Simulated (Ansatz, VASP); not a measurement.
**MnSb in VASP and in Ansatz**

```
Mn Sb
1.0
     4.17589    0.00000    0.00000
    -2.08795    3.61643    0.00000
     0.00000    0.00000    4.86030
Mn Sb
2 2
Direct
  0.00000 0.00000 0.00000
  0.00000 0.00000 0.50000
  0.33333 0.66667 0.25000
  0.66667 0.33333 0.75000
```

Alike in both runs: functional PBE; k mesh 12 × 12 × 8; occupations gaussian, width 0.05 eV; no spin polarisation.

Ansatz relaxed the structure, and its values are those at the end. VASP's run is a single point on that final structure, the one shown.

|  | VASP | Ansatz |
| --- | --- | --- |
| version | VASP 6.6.1 | Ansatz 0.2.0 |
| potentials or method | VASP PAW PBE potentials, release 64 (Mn_pv, Sb) | scalar-relativistic, plane waves, PAW |
| plane-wave cutoff (eV) | 520 | 420 |
| valence electrons in the cell | 36 | 60 |

|  | VASP | Ansatz | Ansatz less VASP |
| --- | --- | --- | --- |
| gap on the k mesh at the Fermi level (eV) | none | none | - |
| pressure (GPa) | -5.0 | -4.8 | +0.12 |

A gap of «none» marks a metal or a gap that the smearing closes. The functional is the same, so the differences come from potentials, cutoffs and numerics. The two sets of potentials don't hold the same shells in valence.

The runs have no spin-orbit coupling, so splittings on Sb are missing. Spin polarisation is off, so any magnetic state and its effect on volume and gap are missing.
